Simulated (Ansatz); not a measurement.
# GaP under changes of volume

One of the cells (20.240 Å³/atom); the others are scaled copies at fixed shape and fractional positions:

```
Ga P
1.0
     0.00000    2.72525    2.72525
     2.72525    0.00000    2.72525
     2.72525    2.72525    0.00000
Ga P
1 1
Direct
  0.00000 0.00000 0.00000
  0.75000 0.75000 0.75000
```

* Program: Ansatz 0.2.0
* Functional: HF
* Potentials or basis: Ansatz PAW
* Cutoff: 420 eV (not typed: the program's choice for these potentials)
* k mesh: 4 × 4 × 4
* Occupations: fermi-dirac, width 0.05 eV
* Spin: no spin polarisation

```csv
volume (Å³/atom),energy over the lowest point (meV/atom),pressure (GPa),gap on the mesh (eV)
19.026,?,?,?
19.431,63.35,11.1,7.67
19.836,38.83,8.4,7.70
20.240,20.90,5.9,7.72
20.645,8.86,3.7,7.75
21.050,2.16,1.7,7.77
21.455,0.00,-0.2,7.78
```

Q: What does the run at 19.026 Å³/atom give?

A: Energy over the lowest point 95.00 meV/atom; pressure 14.0 GPa; gap on the mesh 7.63 eV.

Worked out: A Birch-Murnaghan fit of order 3 (a polynomial in V^(-2/3)) to the other rows has its minimum at 21.45 Å³/atom with B0 = V·E''(V) = 87 GPa and B' = 5.2. It gives 95.40 meV/atom at 19.026 Å³/atom, against the run's 95.00, and -dE/dV = 14.3 GPa, against 14.0. A straight line through the other rows of the gap, of slope 1.14 eV per unit of ln V, extrapolates to 7.65 eV, against the run's 7.63.

Energies are extrapolated to zero smearing.

Caveats: all runs use coarse meshes; the PAW data sets come from PBE, with cores solved anew for the run's functional, which leaves a small shift of forces and pressure; the thresholds are loose for stress.

A mesh can miss the band edges. Spin-orbit coupling on Ga is left out.
